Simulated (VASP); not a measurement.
BeTe, 2 atoms in the cell. It takes space group F-43m (No. 216, cubic). Conventional cell: a = 5.657 Å, b = 5.657 Å, c = 5.657 Å, α = 90.00°, β = 90.00°, γ = 90.00°. Be (site symmetry -43m) is surrounded by 4 Te at 2.45 Å. Te (site symmetry -43m) is surrounded by 4 Be at 2.45 Å. The cell was built by a generator and needn't be a form met in nature.

* Program: VASP 6.6.1
* Task: single point
* Functional: PBE
* Potentials or basis: VASP PAW PBE potentials, release 64 (Be, Te)
* Cutoff: 520 eV
* k mesh: 8 × 8 × 8
* Occupations: fermi-dirac, width 0.02 eV
* Spin: no spin polarisation
* Dipole correction: no
* Further INCAR settings: ALGO = Fast; EDIFF = 1e-07; NBANDS = 11

Potentials or basis: VASP PAW PBE potentials, release 64 (Be, Te).

Command:

```bash
$ cat potpaw_PBE.64/Be/POTCAR potpaw_PBE.64/Te/POTCAR > POTCAR
$ mpirun -np 1 vasp_std > vasp.out
```

Hardware: 1 thread of AMD EPYC 9R45 96-Core Processor (Zen 5), with other jobs on the host.

**Question.** Estimate the wall time of this run.

**Answer.** It took 10 s on 1 thread of AMD EPYC 9R45 96-Core Processor (Zen 5), on a shared host, peak memory 0.14 GiB. Counts: scf iterations 13, k points 29.
